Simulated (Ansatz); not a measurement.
## Structure search: one Hf candidate

These are results of Ansatz, DFT PBE, scalar-relativistic, plane waves, PAW, not measurements. Cutoff 420 eV, Gaussian smearing, Γ-centred meshes. Cell and atoms relax first on a coarse mesh and then on a finer one. In between, the cell is made exact in the group found at 0.06 Å. In metals the finer mesh still leaves noise of several meV/atom or more. The steps can't lower the symmetry of their start. No spin polarisation.

The guess for Hf is a distorted database cell: Hf type (Fm-3m) distorted into a subgroup (Pmmn, No. 59) (cell multiple 4; largest shift (Å) 0.33).

```
CELL_PARAMETERS angstrom
3.02938 0.00000 0.00000
0.00000 4.59258 0.00000
0.00000 0.00000 3.14184
ATOMIC_POSITIONS crystal
Hf 0.00000 0.00000 0.64489
Hf 0.50000 0.50000 0.35511
```

Energies count from the standard state of Hf at the same level.

Q: What does it relax into?

A: The symmetry goes from Pmmn (No. 59) to Fm-3m (No. 225), and the primitive cell from 2 to 1 atom. The end has the fcc type. The volume per atom grows by 3.2 %, from 21.9 to 22.6 Å³. The shortest distance goes from 2.90 Å (Hf–Hf) to 3.17 Å (Hf–Hf). The energy falls by about 0.28 eV/atom (the start's value is from the coarse mesh). The end is written in a standard setting, so origin, axes and order of atoms can differ from the start's. Conventional cell: a = 4.485 Å. Hf is surrounded by 12 Hf at 3.17 Å.

```
CELL_PARAMETERS angstrom
0.00000 2.24238 2.24238
2.24238 0.00000 2.24238
2.24238 2.24238 0.00000
ATOMIC_POSITIONS crystal
Hf 0.00000 0.00000 0.00000
```

Q: How does it come out in energy, and is it a metal?

A: The energy over the standard state is +0.07 eV/atom and the gap on the 24×24×24 mesh of the 1-atom cell is 0 eV (a metal).

It lies above the standard state, so it could only be metastable.

The last run used Gaussian smearing of 0.10 eV. Spin–orbit coupling, which can matter for Hf, is left out. A later test with randomly moved atoms came back to the same energy, though modes that don't fit the test's cell weren't probed. In all, the 3 runs took 4.7 min on 1 thread of Arm Neoverse N1, on a shared host.
